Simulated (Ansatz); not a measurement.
**Palladium, bcc under RPBE: from relaxation to bulk modulus**

Aim: take palladium in the bcc structure, relax it, solve it on a dense k-mesh, then scale the cell to 7 volumes from 88 to 112 % of the relaxed one and try a fit of the equation of state. The start is ferromagnetic. The k-meshes are 14×14×14 for the relaxation; 23×23×23 for the dense run; 16×16×16 for the volumes.

This is Pd in the bcc structure; at room conditions it is fcc.

Method: DFT RPBE, plane waves (420 eV) with PAW, scalar-relativistic; the PAW data stem from PBE, with regenerated cores, in Ansatz 0.2.0.

**1. Starting point**

Symmetry: Im-3m, No. 229, cubic system. The conventional cell has a = 3.087 Å, b = 3.087 Å, c = 3.087 Å, α = 90.00°, β = 90.00°, γ = 90.00°. Pd (site symmetry m-3m) is surrounded by 8 Pd at 2.67 Å.

Structure file:

```cif
data_structure
_symmetry_space_group_name_H-M 'Im-3m'
_symmetry_Int_Tables_number 229
_cell_length_a 3.0873
_cell_length_b 3.0873
_cell_length_c 3.0873
_cell_angle_alpha 90.000
_cell_angle_beta 90.000
_cell_angle_gamma 90.000
_cell_volume 29.43
loop_
_atom_site_label
_atom_site_type_symbol
_atom_site_symmetry_multiplicity
_atom_site_Wyckoff_symbol
_atom_site_fract_x
_atom_site_fract_y
_atom_site_fract_z
_atom_site_occupancy
Pd1 Pd 2 a 0.00000 0.00000 0.00000 1
```

The atoms start with moments of +0.5 μB.

**2. Relaxation of the cell**

input.yaml reads:

```yaml
crystal:
  lattice:
    - [-1.543668153, 1.543668153, 1.543668153]
    - [1.543668153, -1.543668153, 1.543668153]
    - [1.543668153, 1.543668153, -1.543668153]
  atoms:
    - { symbol: Pd, position: [0.0, 0.0, 0.0], spin: 0.5 }
hamiltonian:
  xc: rpbe
  pseudopotentials:
    kind: paw
    azcp:
      Pd: "pseudopotentials/Pd.paw.azcp"
basis:
  ecutwfc: 420
  fft_grid_basis: typed
kpoints:
  mp_grid: { grid: [14, 14, 14], shift: [0, 0, 0] }
magnetization:
  spin_polarized: true
scf:
  occupations: { method: fermi_dirac, width: 0.05 }
relax:
  max_steps: 60
  f_tol: 0.01
  cell: {}
```

After this run come: Single point on a dense mesh; At 88 % of the relaxed volume; At 92 % of the relaxed volume; At 96 % of the relaxed volume; At 100 % of the relaxed volume; At 104 % of the relaxed volume; At 108 % of the relaxed volume; At 112 % of the relaxed volume.

What does the calculation give? Wanted: space group; conventional cell; volume; shortest distance; gap on the mesh; magnetic state; relative to fcc; V₀, B₀, B₀′.

**Answer**, as computed:

| quantity | value |
| --- | --- |
| space group (spins left aside) | Im-3m (No. 229) |
| conventional cell | a = 3.169 Å |
| volume | 15.912 Å³/atom |
| shortest distance | 2.744 Å |
| gap on the mesh | none (levels filled in part) |
| magnetic state | non-magnetic |
| relative to fcc | +42 meV/atom |
| V₀, B₀, B₀′ | 15.906 Å³/atom, 144 GPa, 5.6 |

In words: From the guessed start the volume grew by 8.1 % in 7 steps. Against the reference form of palladium (fcc, computed apart with the same settings) it stands 42 meV/atom higher. The moments die out: the run ends non-magnetic. No gap shows: it is a metal or semimetal at this level. The fitted modulus is 144 GPa. The symmetry was held, so the structure may be unstable against distortions that break it.
